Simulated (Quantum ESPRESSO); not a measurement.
# BAs: zone-centre phonons and dielectric response under several settings

```
As B
1.0
     0.00000    2.38850    2.38850
     2.38850    0.00000    2.38850
     2.38850    2.38850    0.00000
As B
1 1
Direct
  0.75000 0.75000 0.75000
  0.00000 0.00000 0.00000
```

All runs used Quantum ESPRESSO 7.5; potentials GBRV 1.5 PBE; k mesh 8 × 8 × 8, shifted; no spin polarisation; cutoff 612 eV; occupations smeared at first, fixed for the response.

| level | geometry | volume (Å³/atom) | pressure (GPa) | lowest optical mode without the field (cm⁻¹) | highest mode with the field (cm⁻¹) | ε∞ (mean) | ε0 (mean) | Born charge of atom 1 (e) |
| --- | --- | --- | --- | --- | --- | --- | --- | --- |
| PBE | relaxed at 0 GPa | 13.99 | 0.0 | 680 | 682 | 9.86 | 9.9 | 0.44 |
| PBE | relaxed at 5 GPa | 13.51 | 5.0 | 704 | 709 | 9.71 | 9.8 | 0.54 |
| PBE | relaxed at 10 GPa | 13.10 | 10.0 | 727 | 732 | 9.60 | 9.7 | 0.63 |
| PBE | relaxed at 20 GPa | ? | 20.0 | ? | ? | ? | ? | ? |
| PBE | relaxed at 40 GPa | 11.44 | 40.1 | 831 | 846 | 9.24 | 9.6 | 1.03 |

Question: What stands in the row left open?

Answer: Volume 12.42 Å³/atom; lowest optical mode without the field 766 cm⁻¹; highest mode with the field 775 cm⁻¹; ε∞ 9.43; ε0 9.7; Born charge of atom 1 0.79 e.

Caveats: the cell is more than 3 GPa from zero pressure, which shifts response properties (some runs); the volume moved by over 15 % at a fixed basis, so the end points are rough (some runs).

For the row left open. Caveat: the cell is more than 3 GPa from zero pressure, which shifts response properties.
